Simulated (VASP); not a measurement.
# TiC (Fm-3m) in VASP: a series of runs

One crystal, TiC, is run at these levels: r2SCAN, HSE06; tasks: single point.

Program: VASP 6.6.1. These are calculated values, not measurements. Logs are shortened: lines on timing, memory, paths and dates and some standing lists are left out, and cuts for length are marked.

## (1) The structure

It takes space group Fm-3m (No. 225, cubic). The conventional cell has a = 4.319 Å, b = 4.319 Å, c = 4.319 Å, α = 90.00°, β = 90.00°, γ = 90.00°. Ti (site symmetry m-3m) is surrounded by 6 C at 2.16 Å. C (site symmetry m-3m) has 6 Ti at 2.16 Å as nearest neighbours.

## (2) Single point, r2SCAN

Contents of INCAR:

```
SYSTEM = TiC
PREC = Accurate
ENCUT = 520
EDIFF = 1E-6
ISMEAR = -1
SIGMA = 0.05
LREAL = .FALSE.
LASPH = .TRUE.
NELM = 100
ALGO = Normal
ISIF = 2
LWAVE = .FALSE.
LCHARG = .FALSE.
METAGGA = R2SCAN
LMIXTAU = .TRUE.
NBANDS = 15
KPAR = 4
```

Contents of KPOINTS:

```
regular mesh
0
G
  12 12 12
  0 0 0
```

Contents of POSCAR:

```
TiC
1.0
    0.0000000000      2.1593000000      2.1593000000
    2.1593000000      0.0000000000      2.1593000000
    2.1593000000      2.1593000000      0.0000000000
Ti C
1 1
Direct
    0.0000000000      0.0000000000      0.0000000000
    0.5000000000      0.5000000000      0.5000000000
```

Potentials or basis: VASP PAW PBE potentials, release 64 (Ti_sv, C).

The run is started by

```
$ cat potpaw_PBE.64/Ti_sv/POTCAR potpaw_PBE.64/C/POTCAR > POTCAR
$ mpirun -np 4 vasp_std > vasp.out
```

OUTCAR:

```text
SYSTEM = TiC
   PREC = Accurate
   ENCUT = 520
   EDIFF = 1E-6
   ISMEAR = -1
   LREAL = .FALSE.
   LASPH = .TRUE.
   NELM = 100
   ISIF = 2
   METAGGA = R2SCAN

 ion  position               nearest neighbor table
   1  0.000  0.000  0.000-   2 2.16   2 2.16   2 2.16   2 2.16   2 2.16   2 2.16
   2  0.500  0.500  0.500-   1 2.16   1 2.16   1 2.16   1 2.16   1 2.16   1 2.16

  LATTYP: Found a face centered cubic cell.
 ALAT       =     4.3186000000

  Lattice vectors:

 A1 = (   0.0000000000,   2.1593000000,   2.1593000000)
 A2 = (   2.1593000000,   0.0000000000,   2.1593000000)
 A3 = (   2.1593000000,   2.1593000000,   0.0000000000)

Analysis of symmetry for initial positions (statically):
=====================================================================
 Subroutine PRICEL returns:
 Original cell was already a primitive cell.

 Routine SETGRP: Setting up the symmetry group for a
 face centered cubic supercell.

 Subroutine GETGRP returns: Found 48 space group operations
 (whereof 48 operations were pure point group operations)
 out of a pool of 48 trial point group operations.

The static configuration has the point symmetry O_h .

Analysis of symmetry for dynamics (positions and initial velocities):
=====================================================================
 Subroutine PRICEL returns:
 Original cell was already a primitive cell.

 Routine SETGRP: Setting up the symmetry group for a
 face centered cubic supercell.

 Subroutine GETGRP returns: Found 48 space group operations
 (whereof 48 operations were pure point group operations)
 out of a pool of 48 trial point group operations.

The dynamic configuration has the point symmetry O_h .

 Subroutine INISYM returns: Found 48 space group operations
 (whereof 48 operations are pure point group operations),
 and found     1 'primitive' translations

----------------------------------------------------------------------------------------

                                     Primitive cell

  volume of cell :      20.1358

  direct lattice vectors                    reciprocal lattice vectors
     0.000000000  2.159300000  2.159300000    -0.231556523  0.231556523  0.231556523
     2.159300000  0.000000000  2.159300000     0.231556523 -0.231556523  0.231556523
     2.159300000  2.159300000  0.000000000     0.231556523  0.231556523 -0.231556523

  length of vectors
     3.053711345  3.053711345  3.053711345     0.401067663  0.401067663  0.401067663

  position of ions in fractional coordinates (direct lattice)
     0.000000000  0.000000000  0.000000000
     0.500000000  0.500000000  0.500000000

  ion indices of the primitive-cell ions
   primitive index   ion index
                 1           1
                 2           2
[... 81 lines left out ...]
   TEBEG  =    0.0;   TEEND  =   0.0 temperature during run
   PSTRESS=    0.0 pullay stress
   NELECT =      16.0000    total number of electrons
   NUPDOWN=      -1.0000    fix difference up-down
   EMIN   =  10.00;   EMAX   =-10.00  energy-range for DOS
   EFERMI =   0.00;   METHOD = LEGACY
   ISMEAR =    -1;   SIGMA  =   0.05  broadening in eV -4-tet -1-fermi 0-gaus
   EFERMI_NEDOS =   21; number of points for ismear=-14 and -15
   IALGO  =     38    algorithm
   IMIX   =      4    mixing-type and parameters
     AMIX     =   0.40;   BMIX     =  1.00
     AMIX_MAG =   1.60;   BMIX_MAG =  1.00
  volume/ion in A,a.u.               =      10.07        67.94
  Fermi-wavevector in a.u.,A,eV,Ry     =   1.516323  2.865436 31.283015  2.299237
  Thomas-Fermi vector in A             =   2.625728
   LORBIT       =      0    0 simple, 1 ext, 2 COOP (PROOUT), +10 PAW based schemes
   METAGGA = R2SCAN    functional components
   LHFCALC =     F    Hartree Fock is set to
   AEXX    =    0.0000 exact exchange contribution
   IVDW    =     0    specifies the selected vdW correction
   LEPSILON=     F    determine dielectric tensor
   LRPA    =     F    only Hartree local field effects (RPA)
 non-spin polarized calculation
  energy-cutoff  :      520.00
  volume of cell :       20.14
 maximum number of plane-waves:       560
   NGX = 11   NGY = 11   NGZ = 11

 number of electron      16.0000002 magnetization

 Free energy of the ion-electron system (eV)
  ---------------------------------------------------
  ext. energy  EPLUGINS =         0.00000000
  ---------------------------------------------------
  free energy    TOTEN  =       -24.86858012 eV

  energy without entropy =      -24.86620943  energy(sigma->0) =      -24.86739477

 E-fermi :   9.6627     XC(G=0): -13.6407

 val. band max:        9.6252012964   @ k =   0.0833   0.0000   0.0000
 cond. band min:       9.7129476846   @ k =   0.4167   0.3333   0.0000
 fundamental gap:      0.0877463882
 Fermi energy:         9.6627013290

 k-point     1 :       0.0000    0.0000    0.0000
  band No.  band energies     occupation
      1     -49.3574      2.00000
      2     -24.3308      2.00000
      3     -24.3308      2.00000
      4     -24.3308      2.00000
      5      -3.6538      2.00000
      6      10.4617      0.00000
      7      10.4617      0.00000
      8      10.4618      0.00000
      9      11.2724      0.00000
     10      11.2724      0.00000
     11      11.2724      0.00000
     12      11.3306      0.00000
     13      11.3307      0.00000
     14      20.9269      0.00000
[... 401 lines left out ...]
      2     -24.8071      2.00000
      3     -24.4750      2.00000
      4     -24.3988      2.00000
      5      -0.3387      2.00000
      6       4.1065      2.00000
      7       6.4254      2.00000
      8       6.6796      2.00000
      9      12.5602      0.00000
     10      12.6568      0.00000
     11      13.7587      0.00000
     12      16.5570      0.00000
     13      17.5946      0.00000
     14      20.2772      0.00000
     15      24.6691      0.00000

 [... further k-points ...]
[... 5 lines left out ...]
  --------------------------------------------------------------------------------------
  -------------------------------------------------------------------------------------
  Total        0.3371444      0.3371444      0.3371444      0.0000000      0.0000000      0.0000000
  in kB       26.8261044     26.8261044     26.8261044      0.0000000      0.0000000      0.0000000
  external PRESSURE =      26.8261044 kB  Pullay stress =       0.0000000 kB

 VOLUME and BASIS-vectors are now :
 -----------------------------------------------------------------------------
  energy-cutoff  :      520.00
  volume of cell :       20.14
      direct lattice vectors                 reciprocal lattice vectors
     0.000000000  2.159300000  2.159300000    -0.231556523  0.231556523  0.231556523
     2.159300000  0.000000000  2.159300000     0.231556523 -0.231556523  0.231556523
     2.159300000  2.159300000  0.000000000     0.231556523  0.231556523 -0.231556523

 POSITION                                       TOTAL-FORCE (eV/Angst)
 -----------------------------------------------------------------------------------
      0.00000      0.00000      0.00000         0.000000      0.000000     -0.000000
      2.15930      2.15930      2.15930        -0.000000     -0.000000      0.000000
 -----------------------------------------------------------------------------------
    total drift:                                0.000000     -0.000000     -0.000000

  FREE ENERGIE OF THE ION-ELECTRON SYSTEM (eV)
  ---------------------------------------------------
  free  energy   TOTEN  =       -24.8685801219 eV

  energy  without entropy=      -24.8662094253  energy(sigma->0) =      -24.86739477
```

stdout:

```text
POSCAR found type information on POSCAR TiC
 POSCAR found :  2 types and       2 ions
 scaLAPACK will be used
 -----------------------------------------------------------------------------
|                                                                             |
|                                                                             |
|     You enforced a specific xc type in the INCAR file but a different       |
|     I HOPE YOU KNOW WHAT YOU ARE DOING!                                     |
|                                                                             |
 -----------------------------------------------------------------------------

 LDA part: xc-table for (None), standard interpolation
 POSCAR, INCAR and KPOINTS ok, starting setup
 FFT: planning ... GRIDC
 FFT: planning ... GRID_SOFT
 FFT: planning ... GRID
 WAVECAR not read
 entering main loop
```

It took 28 s on 4 MPI ranks of Intel Xeon Platinum 8259CL at 2.50GHz (Skylake/Cascade Lake), shared host; peak memory 0.15 GiB.

What came out:

| Item | Value |
| --- | --- |
| Free energy | -24.8686 eV |
| Pressure | 2.7 GPa |
| Band gap on the k mesh | none (metal or under the smearing width) |

Caveat: the PAW data sets were made with another functional, which shifts forces and pressure a little.

## (3) Single point, HSE06

POSCAR is that of step 2.

Contents of INCAR.step1:

```
SYSTEM = TiC
PREC = Accurate
ENCUT = 520
EDIFF = 1E-5
ISMEAR = -1
SIGMA = 0.05
LREAL = .FALSE.
LASPH = .TRUE.
NELM = 100
ALGO = Normal
ISIF = 2
LWAVE = .TRUE.
LCHARG = .FALSE.
NBANDS = 15
GGA = PE
KPAR = 4
```

Contents of INCAR.step2:

```
SYSTEM = TiC
PREC = Accurate
ENCUT = 520
EDIFF = 1E-6
ISMEAR = -1
SIGMA = 0.05
LREAL = .FALSE.
LASPH = .TRUE.
NELM = 100
ALGO = Normal
ISIF = 2
LWAVE = .FALSE.
LCHARG = .FALSE.
GGA = PE
LHFCALC = .TRUE.
HFSCREEN = 0.2
PRECFOCK = Fast
NBANDS = 15
ISTART = 1
KPAR = 4
```

Contents of KPOINTS:

```
regular mesh
0
G
  7 7 7
  0 0 0
```

Potentials or basis: VASP PAW PBE potentials, release 64 (Ti_sv, C).

The run is started by

```
$ cat potpaw_PBE.64/Ti_sv/POTCAR potpaw_PBE.64/C/POTCAR > POTCAR
$ cp INCAR.step1 INCAR
$ mpirun -np 4 vasp_std > vasp.out
$ cp INCAR.step2 INCAR
$ mpirun -np 4 vasp_std > vasp.out
```

It took 6.1 min on 4 MPI ranks of Intel Xeon Platinum 8259CL at 2.50GHz (Skylake/Cascade Lake), shared host; peak memory 0.23 GiB.

Results (log left out):

```
Free energy            : -22.0862 eV
Pressure               : -2.5 GPa
Band gap on the k mesh : none (metal or under the smearing width)
```

Levels at points of the mesh, in eV from the Fermi level:
| k point | band 6 | band 7 | band 8 | band 9 | band 10 | band 11 |
| --- | --- | --- | --- | --- | --- | --- |
| (0.00, 0.00, 0.00) | 1.39 | 1.39 | 1.39 | 1.95 | 1.95 | 1.95 |

Caveat: the PAW data sets were made with another functional, which shifts forces and pressure a little.
